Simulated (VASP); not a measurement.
CdSe: single point with LDA

Crystal: CdSe.

```xyz
2
Lattice="0.0000 2.8740 2.7877 2.8740 0.0000 2.7877 2.8740 2.8740 0.0000" Properties=species:S:1:pos:R:3 pbc="T T T"
Cd    0.0000    0.0000    0.0000
Se    2.8740    2.8740    2.7877
```

Measurements of this composition are mostly on another form, of space group No. 186.

The cell isn't the ideal one: strain +0.000 along x and y, -0.030 along z, atoms carried along.

```json
{
 "Program": "VASP 6.6.1",
 "Task": "single point",
 "Functional": "LDA",
 "Potentials or basis": "VASP PAW LDA potentials, release 64 (Cd, Se)",
 "Cutoff": "520 eV",
 "k mesh": "14 × 14 × 14",
 "Occupations": "gaussian, width 0.15 eV",
 "Spin": "no spin polarisation",
 "Dipole correction": "no",
 "Further INCAR settings": "ALGO = Fast; EDIFF = 1e-06; NBANDS = 16"
}
```

The pressure is -3.9 GPa and the band gap on the k mesh is none (metal or under the smearing width).

Stress tensor (GPa, compression positive):
```
-4.56  0.00  0.00
 0.00 -4.56  0.00
 0.00  0.00 -2.56
```

Levels at points of the mesh, in eV from the Fermi level:
```
           k point  band 6  band 7  band 8  band 9  band 10  band 11  band 12  band 13
(0.00, 0.00, 0.00)   -7.97   -0.85   -0.64   -0.64    -0.05     8.57     8.57     8.72
(0.50, 0.00, 0.00)   -7.84   -5.19   -0.15   -0.01     2.81     4.95     5.25     5.96
(0.50, 0.50, 0.00)   -7.23   -4.37   -2.29   -2.29    -0.76     5.23     9.89    10.16
(0.50, 0.00, 0.50)   -7.28   -4.35   -2.34   -2.04    -0.64     5.40     9.61     9.94
```

Wall time 58 s on 1 thread of Intel(R) Xeon(R) 6975P-C (Granite Rapids) (shared host), peak memory 0.3 GiB.
